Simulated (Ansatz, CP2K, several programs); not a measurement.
Energy against volume for anatase SiO2, at fixed shape and fractional coordinates, computed by several methods (PBE and r2SCAN, where shown, with plane waves in Ansatz); the cell shown is that of r2SCAN. With free coordinates or axes held, a curve is too stiff, and on another method's shape its minimum isn't the method's own volume. Space group I4_1/amd (No. 141), tetragonal; a = 3.490 Å, c = 8.406 Å in the conventional setting, 8.53 Å³ an atom. Si is surrounded by 6 O at 1.76–1.78 Å; O is surrounded by 3 Si at 1.76–1.78 Å. These are computed values for a spin-unpolarised cell that may be hypothetical; none is a measurement. Energies count from each curve's lowest point; fits are third-order Birch-Murnaghan.

```yaml
crystal:
  lattice:
    - [-1.74489, 1.74489, 4.20308]
    - [1.74489, -1.74489, 4.20308]
    - [1.74489, 1.74489, -4.20308]
  atoms:
    - { symbol: Si, position: [0.75000, 0.25000, 0.50000] }
    - { symbol: Si, position: [0.00000, 0.00000, 0.00000] }
    - { symbol: O, position: [0.54095, 0.04095, 0.50000] }
    - { symbol: O, position: [0.79095, 0.79095, 0.00000] }
    - { symbol: O, position: [0.20905, 0.20905, 0.00000] }
    - { symbol: O, position: [0.95905, 0.45905, 0.50000] }
```

PBE, on the shape of its own relaxed cell:

| V (Å³/atom) | E (meV/atom) |
| --- | --- |
| 8.301 | 29.62 |
| 8.566 | 7.02 |
| 8.831 | 0.00 |
| 9.096 | 6.24 |
| 9.361 | 23.94 |

V₀ = 8.83 Å³ an atom and B₀ = 268 GPa.

PBE/DZVP (CP2K), on the shape of the cell shown:

| V (Å³/atom) | E (meV/atom) |
| --- | --- |
| 7.507 | 201.53 |
| 8.019 | 62.91 |
| 8.531 | 2.48 |
| 9.043 | 0.00 |
| 9.555 | 40.38 |

V₀ = 8.81 Å³ an atom and B₀ = 263 GPa.

r2SCAN, on the shape of its own relaxed cell:
```tsv
V (Å³/atom)	E (meV/atom)
8.019	32.18
8.275	7.63
8.531	0.00
8.787	6.90
9.043	26.25
```
V₀ = 8.53 Å³ an atom and B₀ = 302 GPa.

PBE/SZV (CP2K), on the shape of the cell shown:

| V (Å³/atom) | E (meV/atom) |
| --- | --- |
| 7.507 | 753.88 |
| 8.019 | 441.36 |
| 8.531 | 226.27 |
| 9.043 | 85.05 |
| 9.555 | 0.00 |

The lowest point is an end point, so the minimum isn't bracketed.

light PBE (260 eV, its own mesh), on the shape of the cell shown:
```csv
V (Å³/atom),E (meV/atom)
7.849,114.43
8.190,39.40
8.531,0.00
8.872,0.07
9.214,6.81
9.555,36.93
```
The points scatter about a smooth fit, as a low cutoff and a light mesh can make them, so no fit is quoted.
